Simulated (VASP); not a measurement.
A run of VASP 6.6.1 is set up as follows.

Contents of INCAR:

```
ALGO     = Normal         # electronic algorithm
EDIFF    = 1E-6           # SCF threshold, eV
ENCUT    = 700            # plane-wave cutoff, eV
GGA      = PS             # functional
ISIF     = 2              # what is computed and relaxed
ISMEAR   = 0              # smearing method
LASPH    = T              # aspherical terms in the spheres
LCHARG   = F              # write CHGCAR
LREAL    = F              # projectors in reciprocal space
LWAVE    = F              # write WAVECAR
NBANDS   = 36             # bands
NELM     = 80             # most SCF steps
PREC     = Accurate       # precision mode
SIGMA    = 0.1            # smearing width, eV
```

The input KPOINTS:

```
k-points
0
Gamma
  10 10 10
```

File POSCAR:

```
TiO
1.0
    4.0352900000      0.0000000000      0.0000000000
    0.0000000000      4.0352900000      0.0000000000
    0.0000000000      0.0000000000      4.0352900000
Ti O
3 3
Direct
    0.5000000000      0.5000000000      0.0000000000
    0.0000000000      0.5000000000      0.5000000000
    0.5000000000      0.0000000000      0.5000000000
    0.0000000000      0.5000000000      0.0000000000
    0.5000000000      0.0000000000      0.0000000000
    0.0000000000      0.0000000000      0.5000000000
```

Potentials or basis: VASP PAW PBE potentials, release 64 (Ti_sv, O).

Run with:

```console
$ cat potpaw_PBE.64/Ti_sv/POTCAR potpaw_PBE.64/O/POTCAR > POTCAR
$ mpirun -np 1 vasp_std > vasp.out
```

Problem. Estimate the pressure.

Solution. 0.1 GPa.

Problem. Predict the band gap on the k mesh.

Solution. None (metal or under the smearing width).

Caveat: the PAW data sets were made with another functional, which shifts forces and pressure a little; semilocal functionals often make such compounds metallic where correlation or magnetic order opens a gap, which also shifts bond lengths.
